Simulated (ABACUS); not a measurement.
Runs of ABACUS 3.10.1 on PbS (Galena). The structure is cubic, space group Fm-3m (No. 225). The conventional cell has a = 5.931 Å, b = 5.931 Å, c = 5.931 Å, α = 90.00°, β = 90.00°, γ = 90.00°. Pb (site symmetry m-3m) has 6 S at 2.97 Å as nearest neighbours. S (site symmetry m-3m) has 6 Pb at 2.97 Å as nearest neighbours. 

```csv
level,share of exact exchange,threshold of the auxiliary basis,range of the exchange potential (exx_ccp_rmesh_times),gap on the mesh (eV)
PBE,-,-,-,(a)
PBE0-type (share 0.4),0.4,0.001,2.5,2.17
PBE0-type (share 0.25),0.25,0.001,2.5,1.54
PBE0-type (share 0.1),0.1,0.001,2.5,0.93
```

Alike in all rows: task single point; potentials or basis SG15 ONCV 1.2 PBE, DZP LCAO (the cutoffs set its grid); no spin polarisation; cell as given; k mesh 4 × 4 × 4; cutoff (eV) 1361; smearing fermi-dirac 0.05 eV; the mesh is coarse, so values aren't converged.

**Question.** Fill in the values left out.

**Answer.** (a) 0.54.

Caveats: all runs use coarse meshes; the atomic orbitals were generated for these runs and aren't a published set; spin-orbit coupling is left out, which as a rule narrows the gap of such compounds by several tenths of an eV; the basis of atomic orbitals isn't converged, which shifts pressures, moduli and gaps; gaps of hybrids in this basis differ from plane-wave ones by up to 0.1 eV (some runs).

A k mesh can miss the band edges, and the runs leave out spin-orbit coupling on Pb.
